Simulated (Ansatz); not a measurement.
The cell is COD entry 9008837, as deposited and not checked against the literature; nothing was relaxed. It differs from other determinations. The listed cell was then made from it by scaling, straining or moving an atom.

BeSe: DFT, PBEsol, all-electron LAPW, scalar-relativistic (Ansatz 0.2.0). What sets it apart from a plain run of this crystal: equal xx and yy strain of -2 %.

Command: `ansatz run input.yaml --threads 1 --pin off --max-ram 3072MiB --backend cpu --events-out ev --progress --plain --runs-dir out` The run took 26 s on 1 thread of Arm Neoverse V1 (shared host), peak memory 0.34 GiB.

```yaml
crystal:
  lattice:
    - [0.0, 2.4843, 2.535]
    - [2.4843, 0.0, 2.535]
    - [2.4843, 2.4843, 0.0]
  atoms:
    - { symbol: Be, position: [0.0, 0.0, 0.0] }
    - { symbol: Se, position: [0.75, 0.75, 0.75] }
kpoints:
  mp_grid: { grid: [10, 10, 10] }
  band_path:
    path:
      - [0.0, 0.0, 0.0]
      - [0.5, 0.0, 0.5]
      - [0.75, 0.25, 0.5]
      - [0.5, 0.5, 0.5]
      - [0.0, 0.0, 0.0]
      - [0.5, 0.5, 0.0]
      - [0.62995, 0.62995, 0.2599]
      - [0.37005, 0.37005, 0.7401]
      - [0.0, 0.0, 0.0]
    npoints: 5
scf:
  occupations: { method: fermi_dirac, width: 0.03 }
hamiltonian:
  xc: pbesol
  pseudopotentials: { kind: all_electron, lapw: { basis_error: 0.0005 } }
output:
  forces: true
  stress: true
  eigenvalues: true
```

Output (standing set-up lines are left out):

```
LAPW: plane waves up to 8.797 Å⁻¹, error target 5.0e-4 eV per atom; small_component_spin mean_spin; Be in spheres of 0.897 Å, 4 of its electrons in bands, Dirac shells []; Se in spheres of 1.269 Å, 24 of its electrons in bands, Dirac shells []
Crystal: 2 atoms, lattice volume = 31.291 Å³
Basis set: ecut = 294.8510388816403 eV, 339 PW (Γ), exchange–correlation at level 2
Symmetry: 8 space group operations
Space group: I-4m2 (ITA 119), of the structure as read, at distance tolerance 3.2e-5 Å
k-points: 102 of 1000 (time reversal used)
iter 1 solved again at ethr=1.79e-3 eV; its pass at ethr=1.00e-1 eV (dr2=5.01e-1 eV) is discarded
SCF iter   1: F=—  HF=-66482.040230 eV  |F-HF|=—  |Δ(HF+E_count)|=         —  Δρ=3.66e-2  dr2=5.03e-1  ethr=1.79e-3  ⟨swp⟩=2.0  Hψ=12318  notcnv=0
preconditioner: auto → none  [insulator: Δε(μ)=2.437 eV  Ē_g=12.677 eV  σ=0.030 eV  W_gap=1.00  n_scr=14 (ndim 8)  ℏωp=18.8 eV  f_vac=0.000  D(μ)=0.00/eV (n_scr^D=0)  ε∞_Penn≈3.2]
SCF iter   2: F=—  HF=-66481.887159 eV  |F-HF|=—  |Δ(HF+E_count)|=   1.53e-1  Δρ=1.44e-2  dr2=7.39e-2  ethr=1.79e-3  ⟨swp⟩=2.6  Hψ=5583  notcnv=0
iter 3 solved again at ethr=6.66e-7 eV; its pass at ethr=2.64e-4 eV (dr2=1.86e-4 eV) is discarded
SCF iter   3: F=—  HF=-66481.868428 eV  |F-HF|=—  |Δ(HF+E_count)|=   1.87e-2  Δρ=9.73e-4  dr2=1.87e-4  ethr=6.66e-7  ⟨swp⟩=2.9  Hψ=9564  notcnv=0
SCF iter   4: F=—  HF=-66481.868557 eV  |F-HF|=—  |Δ(HF+E_count)|=         —  Δρ=3.98e-4  dr2=7.02e-5  ethr=6.66e-7  ⟨swp⟩=3.0  Hψ=5333  notcnv=0
the basis was enlarged: its passes take 131.9 KiB over the memory plan, 1 of 1 planned eigensolver slots
SCF iter   5: F=—  HF=-66481.868522 eV  |F-HF|=—  |Δ(HF+E_count)|=   3.54e-5  Δρ=4.78e-5  dr2=3.40e-7  ethr=2.51e-7  ⟨swp⟩=2.0  Hψ=5100  notcnv=0
SCF iter   6: F=-66481.868522 eV  HF=-66481.868522 eV  |F-HF|=1.97e-8  |Δ(HF+E_count)|=   4.09e-7  Δρ=9.60e-6  dr2=1.49e-8  ethr=1.22e-9  ⟨swp⟩=3.0  Hψ=5497  notcnv=0
SCF 1 converged in 6 iterations: F = -66481.868522 eV  dr2 = 1.49e-8
NSCF: frozen V_eff on 41 k-points
SCF converged after 6 iterations
Free energy (F): -66481.868522 eV
Harris-Foulkes:  -66481.868522 eV  (|F-HF|=1.97e-8)
Internal energy: -66481.868522 eV  (E = F + TS)
E sigma→0 (E₀):  -66481.868522 eV
Fermi energy:    9.763807 eV
--- Per-component energies (eV) ---
  E_band       = -1761.474975
  E_kinetic    = 68042.395400
  E_xc         = -2428.012564
  E_electrostatic = -132096.251359  (all electrons and nuclei)
  E_smearing   = -0.000000  (= −TS)
  E_closure    = 0.000000  (closes the sum)
  E_atoms      = -66472.489251  (free atoms, spherical and without spin; not in F)
  Σ components = -66481.868522   (vs F -66481.868522, Δ=0.00e0)
  Basis errors (estimates in eV, not in F): energy 2.5e-4 per atom: plane waves 2.3e-4 (1.4e-4 summed), levels above the bands 1.5e-125, relativity 6.5e-9, radial functions 2.3e-5, core shells 6.1e-11; eigenvalues (radial functions only) 1.3e-6; not estimated: angular momenta, meshes, grids; target (lapw.basis_error) 5.0e-4; muffin-tin radii Be 0.897 Å, Se 1.269 Å
--- Forces (eV/Å), atoms counted from 1 ---
  atom   1  Be    -0.00000000     0.00000000     0.00000000
  atom   2  Se     0.00000000     0.00000000     0.00000000
  max |Σ_I F_I| component: 4.16e-17 eV/Å
--- Stress (GPa, compression-positive) ---
        7.437539      -0.000000       0.000000
       -0.000000       7.437539       0.000000
        0.000000       0.000000       5.726675
  P = ⅓ Tr σ = 6.8673 GPa (68.673 kbar)
--- Band table (eV; the first three rows and the last of 102) ---
  k-point 0: bands = ["-198.1261", "-137.7942", "-137.7914", "-137.7914", "-90.0939", "-38.2454", "-38.2454", "-38.2430", "-38.2377", "-38.2345", "-5.7809", "8.5423", "8.6644", "8.6644", "13.4760", "13.5806", "13.5806", "13.6183"]
  k-point 1: bands = ["-198.1261", "-137.7942", "-137.7914", "-137.7914", "-90.0939", "-38.2453", "-38.2453", "-38.2428", "-38.2377", "-38.2345", "-5.6688", "7.6176", "8.4140", "8.5091", "13.3866", "13.8471", "13.8704", "14.7083"]
  k-point 2: bands = ["-198.1261", "-137.7942", "-137.7914", "-137.7914", "-90.0939", "-38.2451", "-38.2450", "-38.2425", "-38.2377", "-38.2345", "-5.3492", "5.7923", "8.0342", "8.1666", "13.3199", "14.3728", "14.3868", "16.5938"]
  k-point 101: bands = ["-198.1261", "-137.7943", "-137.7914", "-137.7914", "-90.0938", "-38.2433", "-38.2430", "-38.2430", "-38.2384", "-38.2335", "-3.7311", "2.9754", "5.7516", "5.7516", "11.0199", "12.8277", "21.0069", "21.0069"]
```
